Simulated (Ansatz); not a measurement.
The following input was run with Ansatz 0.2.0.

```yaml
crystal:
  lattice:
    - [2.8799338822, 0.0, 0.0]
    - [0.0, 4.072841555, 0.0]
    - [0.0, 0.0, 25.0797685878]
  atoms:
    - { symbol: V, position: [0.5, 0.5, 0.2990458215] }
    - { symbol: "N", position: [0.5, 0.0, 0.2990458215] }
    - { symbol: V, position: [0.0, 0.0, 0.3564613011] }
    - { symbol: "N", position: [0.0, 0.5, 0.3564613011] }
    - { symbol: V, position: [0.5, 0.5, 0.4138767806] }
    - { symbol: "N", position: [0.5, 0.0, 0.4138767806] }
    - { symbol: V, position: [0.0, 0.0, 0.4712922602] }
    - { symbol: "N", position: [0.0, 0.5, 0.4712922602] }
    - { symbol: V, position: [0.5, 0.5, 0.5287077398] }
    - { symbol: "N", position: [0.5, 0.0, 0.5287077398] }
    - { symbol: V, position: [0.0, 0.0, 0.5861232194] }
    - { symbol: "N", position: [0.0, 0.5, 0.5861232194] }
    - { symbol: V, position: [0.5, 0.5, 0.6435386989] }
    - { symbol: "N", position: [0.5, 0.0, 0.6435386989] }
    - { symbol: V, position: [0.0, 0.0, 0.7009541785] }
    - { symbol: "N", position: [0.0, 0.5, 0.7009541785] }
basis:
  ecutwfc: 420
kpoints:
  mp_grid: { grid: [12, 9, 1] }
hamiltonian:
  xc: pbesol
scf:
  occupations: { method: gaussian, width: 0.1 }
output:
  forces: true
  eigenvalues: true
relax:
  adjacent_minimum: "off"
  f_tol: 0.02
  max_steps: 60
efield:
  axis: 3
  dipole_correction: true
  ramp_width: 0.04
```

Command:
```bash
ansatz run input.yaml --threads 2 --pin off --max-ram 5120MiB --backend cpu --events-out ev --progress --plain --runs-dir out
```

Computed with DFT PBEsol, scalar-relativistic, plane waves, PAW in Ansatz 0.2.0.

From the run's log, abridged (final results; tables in files aren't shown):

```
SCF converged after 4 iterations
Free energy (F): -26125.623688 eV
Harris-Foulkes:  -26125.623688 eV  (|F-HF|=1.68e-8)
Internal energy: -26125.551237 eV  (E = F + TS)
E sigma→0 (E₀):  -26125.587462 eV
Entropy (-TS):   -0.072451 eV (-4.528 meV/atom)
Fermi energy:    6.430054 eV
Dipole field:    D = -0.000007 V/Å  (p = -0.000011 e·Å, saw-weighted, corrected)
Work function:   Φ+ = 4.1745 eV   Φ− = 4.1744 eV
Levels:          The Fermi level and band energies are counted from a zero that moves with the ramp; work functions are not
--- Per-component energies (eV) ---
  E_band       = -2507.837797
  E_kinetic    = 3751.153003
  E_local      = -204291.986029  (includes V_loc(G=0)·N_el)
  E_nonlocal   = 3.776183
  E_hartree    = 100846.311465
  E_xc         = -1519.057413
  E_vxc        = -1936.653925  (∫ρ·V_xc dr)
  E_paw        = -9667.481497  (= ΣΔE_a)
  E_vpaw       = -1726.648398  (= ΣTr[D̂ρ^β])
  E_aug_tail   = 0.002821  (compensation charges beyond the density's cutoff)
  E_efield     = 0.000000  (sawtooth field / dipole correction)
  E_vefield    = 0.000000  (∫n·V_field dr)
  E_ewald      = 84750.308008
  E_core_change = 1.422223  (= ΣΔE_core)
  E_smearing   = -0.072451  (= −TS)
--- Forces (eV/Å), atoms counted from 1 ---
  atom   1  V      0.00000000     0.00000000     0.00815037
  atom   2  N      0.00000000     0.00000000    -0.00826059
  atom   3  V      0.00000000     0.00000000     0.00001478
  atom   4  N      0.00000000     0.00000000    -0.00443223
  atom   5  V      0.00000000     0.00000000     0.00375731
  atom   6  N      0.00000000     0.00000000     0.00547502
  atom   7  V      0.00000000     0.00000000    -0.00651974
  atom   8  N      0.00000000     0.00000000     0.00296719
  atom   9  V      0.00000000     0.00000000     0.00658469
  atom  10  N      0.00000000     0.00000000    -0.00289452
  atom  11  V      0.00000000     0.00000000    -0.00380454
  atom  12  N      0.00000000     0.00000000    -0.00546283
  atom  13  V      0.00000000     0.00000000     0.00000245
  atom  14  N      0.00000000     0.00000000     0.00435107
  atom  15  V      0.00000000     0.00000000    -0.00825295
  atom  16  N      0.00000000     0.00000000     0.00833555
--- Band table (eV; the first three rows and the last of 35) ---
  k-point 0: bands = ["-58.5808", "-58.5560", "-58.4783", "-58.4696", "-58.4544", "-58.4540", "-58.1187", "-58.1187", "-32.7436", "-32.6749", "-32.6731", "-32.6718", "-32.5733", "-32.5730", "-32.5501", "-32.5347", "-32.5097", "-32.4948", "-32.4714", "-32.4053", "-32.3628", "-32.3542", "-32.3343", "-32.3319", "-32.3255", "-32.2797", "-32.1515", "-32.1482", "-31.9855", "-31.9855", "-31.9845", "-31.9845", "-11.3568", "-10.8623", "-10.1531", "-9.5494", "-9.2707", "-9.2391", "-8.3663", "-8.3335", "-1.2903", "-0.6285", "-0.4485", "-0.2851", "-0.2753", "-0.1589", "0.5249", "0.5252", "0.8552", "0.9556", "1.2496", "1.6468", "1.6617", "1.7714", "2.0196", "2.0775", "2.3816", "2.6184", "2.6887", "2.8008 ...
  k-point 1: bands = ["-58.5775", "-58.5536", "-58.4797", "-58.4721", "-58.4540", "-58.4536", "-58.1200", "-58.1200", "-32.7433", "-32.7288", "-32.6866", "-32.6439", "-32.5952", "-32.5703", "-32.5138", "-32.5099", "-32.5042", "-32.4907", "-32.4673", "-32.4166", "-32.3610", "-32.3518", "-32.3342", "-32.3303", "-32.3249", "-32.2902", "-32.1478", "-32.1456", "-31.9899", "-31.9898", "-31.9888", "-31.9888", "-11.2708", "-10.7822", "-10.0821", "-9.5472", "-9.2543", "-9.1941", "-8.3184", "-8.2824", "-1.3633", "-1.0612", "-0.5645", "-0.5282", "-0.3135", "0.1261", "0.5014", "0.6325", "0.8140", "0.8822", "1.2129", "1.4678", "1.5806", "1.6956", "1.8275", "2.0482", "2.2009", "2.4452", "2.6014", "2.6564" ...
  k-point 2: bands = ["-58.5679", "-58.5467", "-58.4846", "-58.4805", "-58.4520", "-58.4519", "-58.1234", "-58.1234", "-32.7788", "-32.7562", "-32.6973", "-32.6490", "-32.6156", "-32.5708", "-32.4885", "-32.4825", "-32.4687", "-32.4556", "-32.4456", "-32.4324", "-32.3605", "-32.3515", "-32.3384", "-32.3373", "-32.3194", "-32.3125", "-32.1370", "-32.1363", "-32.0053", "-32.0052", "-31.9972", "-31.9972", "-11.0281", "-10.5585", "-9.8891", "-9.5647", "-9.2276", "-9.0875", "-8.1897", "-8.1474", "-1.6389", "-1.5757", "-0.9377", "-0.8122", "-0.4731", "0.3586", "0.4490", "0.5280", "0.7086", "0.8276", "1.0468", "1.1289", "1.2908", "1.4157", "1.4204", "1.7905", "1.9013", "1.9815", "2.1128", "2.3948", ...
  k-point 34: bands = ["-58.5005", "-58.5005", "-58.4787", "-58.4787", "-58.4168", "-58.4168", "-58.1001", "-58.1001", "-32.8623", "-32.8623", "-32.7924", "-32.7924", "-32.7120", "-32.7120", "-32.6038", "-32.6038", "-32.5858", "-32.5858", "-32.5097", "-32.5097", "-32.4174", "-32.4174", "-32.3985", "-32.3985", "-32.3533", "-32.3533", "-32.1083", "-32.1083", "-32.0959", "-32.0959", "-32.0326", "-32.0326", "-9.3299", "-9.3299", "-9.0165", "-9.0165", "-8.7518", "-8.7518", "-7.4454", "-7.4454", "-2.2644", "-2.2644", "-1.6264", "-1.6264", "-0.7470", "-0.7470", "0.1478", "0.1478", "0.2625", "0.2625", "0.3310", "0.3310", "0.4494", "0.4494", "0.5696", "0.5696", "0.7431", "0.7431", "1.2783", "1.2784", ...
--- Relaxed structure (9 steps of the walk, 9 accepted, 0 SCFs on fresh bases) ---
  F+E_penalty+E_count = -26125.62368808 eV   max|allowed force component| = 8.335e-3 eV/Å
  atoms:
    - { symbol: V, position: [0.5, 0.49999999, 0.30717202] }
    - { symbol: N, position: [0.5, 0.0, 0.29533128] }
    - { symbol: V, position: [0.0, 0.0, 0.34795020] }
    - { symbol: N, position: [0.0, 0.49999999, 0.35673800] }
    - { symbol: V, position: [0.5, 0.49999999, 0.41789867] }
    - { symbol: N, position: [0.5, 0.0, 0.40992190] }
    - { symbol: V, position: [0.0, 0.0, 0.46599991] }
    - { symbol: N, position: [0.0, 0.49999999, 0.47352716] }
    - { symbol: V, position: [0.5, 0.49999999, 0.53399974] }
    - { symbol: N, position: [0.5, 0.0, 0.52647265] }
    - { symbol: V, position: [0.0, 0.0, 0.58210148] }
    - { symbol: N, position: [0.0, 0.49999999, 0.59007792] }
    - { symbol: V, position: [0.5, 0.49999999, 0.65204973] }
    - { symbol: N, position: [0.5, 0.0, 0.64326238] }
    - { symbol: V, position: [0.0, 0.0, 0.69282834] }
    - { symbol: N, position: [0.0, 0.49999999, 0.70466855] }
```

The relaxation met its thresholds.

The run took 8.6 min on 2 threads of Arm Neoverse V2, with other jobs on the host, peak memory 1 GiB.